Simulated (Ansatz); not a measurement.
## VH2: zone-centre modes under pressure

VH2, Fm-3m, a = 4.169 Å. The structure is a COD entry; whether it is the stable form wasn't checked. Ansatz: PBEsol, PAW, 420 eV, Γ-centred 18×18×18 mesh on 3 atoms, Fermi-Dirac smearing 0.15 eV; no spin polarisation. Cell and atoms are relaxed at each pressure with the symmetry kept; optical modes at Γ by linear response, in cm⁻¹, matched by rank (the highest 2 distinct ones).

```tsv
P (GPa)	V (Å³/atom)	ω1	ω2
0	6.037	1200.4	1379.5
3	5.944	?	?
10	5.751	1280.4	1451.2
```

Problem. Get each mode's Grüneisen parameter γ = −d ln ω/d ln V from the other rows and predict the missing frequencies.

Solution. ln(V/V0) = 0.0000, -0.0155, -0.0485; a line through ln(ω/ω0) of the 2 known rows gives ω1: γ = 1.330, predicted 1225.4, computed 1225.9; ω2: γ = 1.045, predicted 1402.0, computed 1402.2. The worst miss is 0.0 %, or 2 % of the shift under pressure, so a constant γ serves at that level. In a metal these frequencies hang on the mesh and smearing.